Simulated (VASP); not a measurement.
Method: PBE GGA with D3 dispersion (zero damping), VASP's PBE PAW potentials (set 64) (plane waves; VASP).

VASP input:

File POSCAR:
```
ZrO2
1
    0.0000000000     2.5734026227     2.5734026227
    2.5734026227     0.0000000000     2.5734026227
    2.5734026227     2.5734026227     0.0000000000
Zr O
1 2
Direct
  0.0000000000   0.0000000000   0.0000000000
  0.2500000000   0.2500000000   0.2500000000
  0.7500000000   0.7500000000   0.7500000000
```

INCAR:
```
ALGO=Normal
EDIFF=1E-7
ENCUT=520
GGA=PE
ISIF=2
ISMEAR=0
IVDW=11
LASPH=.TRUE.
LCHARG=.FALSE.
LMAXMIX=4
LREAL=.FALSE.
LWAVE=.FALSE.
NELM=100
PREC=Accurate
SIGMA=0.05
SYSTEM=ZrO2
```

File KPOINTS:
```
Automatic
0
Gamma
8 8 8
```

POTCAR, in this order: Zr_sv O (PBE.64 set). Program: vasp_std.

Output

### OUTCAR
```
 ion  position               nearest neighbor table
   1  0.000  0.000  0.000-   2 2.23   3 2.23   3 2.23   3 2.23   3 2.23   2 2.23   2 2.23   2 2.23
  LATTYP: Found a face centered cubic cell.
 ALAT       =     5.1468052454
 Subroutine PRICEL returns:
 Original cell was already a primitive cell.
 Subroutine GETGRP returns: Found 48 space group operations
The static configuration has the point symmetry O_h .
The dynamic configuration has the point symmetry O_h .
 Subroutine INISYM returns: Found 48 space group operations
 Subroutine IBZKPT returns following result:
 Found     29 irreducible k-points:

 Following reciprocal coordinates:
            Coordinates               Weight
  0.000000  0.000000  0.000000      1.000000
  0.125000  0.000000  0.000000      8.000000
  0.250000  0.000000  0.000000      8.000000
  0.375000  0.000000  0.000000      8.000000
  0.500000  0.000000  0.000000      4.000000
  0.125000  0.125000  0.000000      6.000000
  0.250000  0.125000  0.000000     24.000000
  0.375000  0.125000  0.000000     24.000000
  0.500000  0.125000  0.000000     24.000000
 -0.375000  0.125000  0.000000     24.000000
 -0.250000  0.125000  0.000000     24.000000
 -0.125000  0.125000  0.000000     12.000000
  0.250000  0.250000  0.000000      6.000000
  0.375000  0.250000  0.000000     24.000000
  0.500000  0.250000  0.000000     24.000000
 -0.375000  0.250000  0.000000     24.000000
 -0.250000  0.250000  0.000000     12.000000
  0.375000  0.375000  0.000000      6.000000
  0.500000  0.375000  0.000000     24.000000
 -0.375000  0.375000  0.000000     12.000000
  0.500000  0.500000  0.000000      3.000000
  0.375000  0.250000  0.125000     24.000000
  0.500000  0.250000  0.125000     48.000000
 -0.375000  0.250000  0.125000     24.000000
  0.500000  0.375000  0.125000     24.000000
 -0.375000  0.375000  0.125000     48.000000
 -0.250000  0.375000  0.125000     24.000000
 -0.375000  0.500000  0.125000     12.000000
 -0.250000  0.500000  0.250000      6.000000
   k-points           NKPTS =     29   k-points in BZ     NKDIM =     29   number of bands    NBANDS=     16
   number of dos      NEDOS =    301   number of ions     NIONS =      3
   total plane-waves  NPLWV =  21952
   dimension x,y,z NGX =    28 NGY =   28 NGZ =   28
   dimension x,y,z NGXF=    56 NGYF=   56 NGZF=   56
   ions per type =               1   2
   PREC   = accura    normal or accurate (medium, high low for compatibility)
   ISTART =      0    job   : 0-new  1-cont  2-samecut
   ICHARG =      2    charge: 1-file 2-atom 10-const
   ISPIN  =      1    spin polarized calculation?
   LNONCOLLINEAR =      F non collinear calculations
   LSORBIT =      F    spin-orbit coupling
   INIWAV =      1    electr: 0-lowe 1-rand  2-diag
   ENCUT  =  520.0 eV  38.22 Ry    6.18 a.u.   6.77  6.77  6.77*2*pi/ulx,y,z
   NELM   =    100;   NELMIN=  2; NELMDL= -5     # of ELM steps
   EDIFF  = 0.1E-06   stopping-criterion for ELM
   LREAL  =      F    real-space projection
   NLSPLINE    = F    spline interpolate recip. space projectors
   LMAXMIX     =    4 max onsite mixed and CHGCAR
   VOSKOWN=      0    Vosko Wilk Nusair interpolation
   EDIFFG = 0.1E-05   stopping-criterion for IOM
   NSW    =      0    number of steps for IOM
   NBLOCK =      1;   KBLOCK =      1    inner block; outer block
   IBRION =     -1    ionic relax: 0-MD 1-quasi-New 2-CG
   NFREE  =      0    steps in history (QN), initial steepest desc. (CG)
   ISIF   =      2    stress and relaxation
   ISYM   =      2    0-nonsym 1-usesym 2-fastsym
   TEIN   =    0.0    initial temperature
   TEBEG  =    0.0;   TEEND  =   0.0 temperature during run
   SMASS  =  -3.00    Nose mass-parameter (am)
   PSTRESS=    0.0 pullay stress
...
```

**OSZICAR**
```
       N       E                     dE             d eps       ncg     rms          rms(c)
DAV:   1     0.192929103810E+03    0.19293E+03   -0.14728E+04   928   0.154E+03
DAV:   2    -0.271679025231E+02   -0.22010E+03   -0.21585E+03  1224   0.387E+02
DAV:   3    -0.348449458271E+02   -0.76770E+01   -0.76711E+01  1480   0.740E+01
DAV:   4    -0.349899195921E+02   -0.14497E+00   -0.14496E+00  1280   0.756E+00
DAV:   5    -0.349918492663E+02   -0.19297E-02   -0.19297E-02  1264   0.685E-01    0.233E+01
DAV:   6    -0.286577489953E+02    0.63341E+01   -0.37342E+01  1040   0.466E+01    0.918E+00
DAV:   7    -0.285920152545E+02    0.65734E-01   -0.14973E+00  1272   0.100E+01    0.573E+00
DAV:   8    -0.285597350042E+02    0.32280E-01   -0.18199E-01  1216   0.442E+00    0.470E-01
DAV:   9    -0.285610180789E+02   -0.12831E-02   -0.13653E-02  1248   0.872E-01    0.332E-01
DAV:  10    -0.285622879143E+02   -0.12698E-02   -0.47067E-03  1120   0.705E-01    0.133E-01
DAV:  11    -0.285623247126E+02   -0.36798E-04   -0.16324E-03  1208   0.330E-01    0.132E-01
DAV:  12    -0.285622633524E+02    0.61360E-04   -0.35509E-04  1056   0.147E-01    0.478E-03
DAV:  13    -0.285622649820E+02   -0.16296E-05   -0.10725E-05  1168   0.251E-02    0.267E-03
DAV:  14    -0.285622654671E+02   -0.48515E-06   -0.21794E-06  1152   0.105E-02    0.552E-03
DAV:  15    -0.285622652420E+02    0.22508E-06   -0.29255E-07   976   0.517E-03    0.684E-04
DAV:  16    -0.285622652212E+02    0.20843E-07   -0.17662E-08   608   0.116E-03
   1 F= -.29110044E+02 E0= -.29110044E+02  d E =-.426548E-21
```

**OUTCAR**
```
------------------------ aborting loop because EDIFF is reached ----------------------------------------
 Edisp (eV)   -0.54778
  FORCE on cell =-STRESS in cart. coord.  units (eV):
  Direction    XX          YY          ZZ          XY          YZ          ZX
  --------------------------------------------------------------------------------------
  Total      -1.42225    -1.42225    -1.42225    -0.00000     0.00000     0.00000
  in kB     -66.85481   -66.85481   -66.85481    -0.00000     0.00000     0.00000
  external pressure =      -66.85 kB  Pullay stress =        0.00 kB
  volume of cell :       34.08
      direct lattice vectors                 reciprocal lattice vectors
     0.000000000  2.573402623  2.573402623    -0.194295287  0.194295287  0.194295287
     2.573402623  0.000000000  2.573402623     0.194295287 -0.194295287  0.194295287
     2.573402623  2.573402623  0.000000000     0.194295287  0.194295287 -0.194295287
 POSITION                                       TOTAL-FORCE (eV/Angst)
 -----------------------------------------------------------------------------------
      0.00000      0.00000      0.00000         0.000000     -0.000000     -0.000000
      1.28670      1.28670      1.28670        -0.000000     -0.000000     -0.000000
      3.86010      3.86010      3.86010         0.000000      0.000000      0.000000
 -----------------------------------------------------------------------------------
    total drift:                                0.000000      0.000000      0.000000
  FREE ENERGIE OF THE ION-ELECTRON SYSTEM (eV)
  ---------------------------------------------------
  free  energy   TOTEN  =       -29.1100441601 eV

  energy  without entropy=      -29.1100441601  energy(sigma->0) =      -29.11004416
```
(Selected blocks of OUTCAR.)

The compound is ZrO2 in the fluorite structure, the high-temperature cubic form, which is unstable at 0 K; the monoclinic form is the stable one. This cell is one point of a volume scan, at 1.03 of the reference volume.
